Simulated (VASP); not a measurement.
**NaI: relaxation of cell and atoms with PBEsol**

The system is NaI.

```
CELL_PARAMETERS angstrom
0.00000 3.20564 3.20564
3.20564 0.00000 3.20564
3.20564 3.20564 0.00000
ATOMIC_POSITIONS crystal
Na 0.00000 0.00000 0.00000
I 0.50000 0.50000 0.50000
```

```json
{"Program": "VASP 6.6.1", "Task": "relaxation of cell and atoms", "Functional": "PBEsol", "Potentials or basis": "VASP PAW PBE potentials, release 64 (Na_pv, I)", "Cutoff": "600 eV", "k mesh": "8 × 8 × 8", "Occupations": "gaussian, width 0.03 eV", "Spin": "no spin polarisation", "Further INCAR settings": "ALGO = Normal; EDIFF = 1e-07; IBRION = 2; EDIFFG = -0.005; NSW = 90; ISIF = 3"}
```

```json
{
 "Relaxed volume": "32.91 Å³/atom",
 "Relaxed cell": "a = 4.532 Å, b = 4.532 Å, c = 4.532 Å, α = 60.00°, β = 60.00°, γ = 60.00°",
 "Space group after relaxing (to 0.05 Å)": "Fm-3m (No. 225)",
 "Energy gained by relaxing": "0.0 meV/atom",
 "Ionic steps": "2",
 "Pressure after relaxing": "0.0 GPa",
 "Band gap on the k mesh": "3.58 eV, direct"
}
```

Final structure:
```xyz
2
Lattice="0.0000 3.2046 3.2046 3.2046 0.0000 3.2046 3.2046 3.2046 0.0000" Properties=species:S:1:pos:R:3 pbc="T T T"
Na    3.2046    3.2046    6.4091
I     3.2046    3.2046    3.2046
```

Levels at points of the mesh, in eV from the valence-band top:
```tsv
k point	band 4	band 5	band 6	band 7	band 8	band 9	band 10	band 11
(0.00, 0.00, 0.00)	-11.14	0.00	0.00	0.00	3.58	7.84	7.84	7.84
(0.50, 0.00, 0.00)	-10.79	-2.33	-0.30	-0.30	4.95	7.40	7.40	8.91
(0.50, 0.50, 0.00)	-10.71	-2.04	-0.80	-0.80	4.46	5.37	9.90	11.37
```

It took 23 s on 1 thread of AMD EPYC 9R45 (Zen 5), on a shared host, peak memory 0.19 GiB.

Caveat: the PAW data sets were made with another functional, which shifts forces and pressure a little; spin-orbit coupling is left out, which moves the levels of the heavy elements. As with any semilocal functional, this PBEsol gap is likely too small.
